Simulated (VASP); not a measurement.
Here is a VASP 6.6.1 calculation.

Contents of INCAR:

```
PREC = Accurate
ENCUT = 520
EDIFF = 1E-8
ISMEAR = 0
SIGMA = 0.02
LREAL = F
LASPH = T
NELM = 100
ALGO = Fast
ISIF = 2
LWAVE = F
LCHARG = F
GGA = PE
LEPSILON = T
```

The input KPOINTS:

```
Automatic mesh
0
Gamma
  9 9 6
```

File POSCAR:

```
AlN
1.0
    3.1130000000      0.0000000000      0.0000000000
   -1.5565000000      2.6959370820      0.0000000000
    0.0000000000      0.0000000000      4.9810000000
Al N
2 2
Direct
    0.3333333333      0.6666666667      0.0000000000
    0.6666666667      0.3333333333      0.5000000000
    0.3333333333      0.6666666667      0.3800000000
    0.6666666667      0.3333333333      0.8800000000
```

Potentials or basis: VASP PAW PBE potentials, release 64 (Al, N).

The run is started by

```console
$ cat potpaw_PBE.64/Al/POTCAR potpaw_PBE.64/N/POTCAR > POTCAR
$ mpirun -np 1 vasp_std > vasp.out
```

(1) Predict the electronic dielectric tensor (diagonal).

(2) What does it give for the Born charges (mean of the diagonal)?

(3) What does it give for the band gap on the k mesh?

Answers

(1) 4.44, 4.44, 4.64.

(2) Al +2.57; N -2.57 e.

(3) 4.22 eV, direct.

Caveat: an odd mesh through Γ misses points on the zone boundary, where band edges often lie.

The gap isn't set beside the measured one, since this odd mesh misses points on the zone boundary.
